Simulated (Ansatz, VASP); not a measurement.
# Zn in VASP and in Ansatz

```
Zn
1.0
    -1.58387    1.58387    1.58387
     1.58387   -1.58387    1.58387
     1.58387    1.58387   -1.58387
Zn
1
Direct
  0.00000 0.00000 0.00000
```

Alike in both runs: functional revPBE; k mesh 14 × 14 × 14; occupations fermi-dirac, width 0.1 eV; no spin polarisation.

Ansatz relaxed the structure, and its values are those at the end. VASP's run is a single point on that final structure, the one shown.

```csv
,VASP,Ansatz
version,VASP 6.6.1,Ansatz 0.2.0
potentials or method,"VASP PAW PBE potentials, release 64 (Zn)","plane waves (420 eV) with PAW, scalar-relativistic"
plane-wave cutoff (eV),520,420
valence electrons in the cell,12,12
```

```tsv
	VASP	Ansatz	Ansatz less VASP
pressure (GPa)	0.2	0.0	-0.20
```

Caveats: the PAW data sets were made with another functional, which shifts forces and pressure a little (VASP).
